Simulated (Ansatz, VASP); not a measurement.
BN in VASP and in Ansatz

```
CELL_PARAMETERS angstrom
2.52057 0.00000 0.00000
-1.26029 2.18288 0.00000
0.00000 0.00000 6.70532
ATOMIC_POSITIONS crystal
B 0.33333 0.66667 0.25000
B 0.66667 0.33333 0.75000
N 0.33333 0.66667 0.75000
N 0.66667 0.33333 0.25000
```

Change from the starting cell: volume scaled by 1.02.

Alike in both runs: task single point; functional PBE; k mesh 11 × 11 × 4; occupations fermi-dirac, width 0.02 eV; no spin polarisation.

```csv
,VASP,Ansatz
version,VASP 6.6.1,Ansatz 0.2.0
potentials or method,"VASP PAW PBE potentials, release 64 (B, N), cutoff 520 eV","all-electron LAPW, scalar-relativistic"
```

Ansatz gave:

| Property | Result |
| --- | --- |
| gap on the k mesh at the Fermi level (eV) | 4.31 |
| pressure (GPa) | -1.4 |
| largest component of the traceless stress (GPa) | 4.05 |

Task: Which values does VASP return?

Result: gap on the k mesh at the Fermi level (eV): 4.31; pressure (GPa): -1.3; largest component of the traceless stress (GPa): 3.80.

Ansatz ran all-electron here, so the differences hold the error of VASP's frozen core and of both bases.

Caveats: an odd mesh through Γ misses points on the zone boundary, where band edges often lie; this functional lacks dispersion, which binds the layers, so the pressure and a relaxed spacing across them are unreliable.
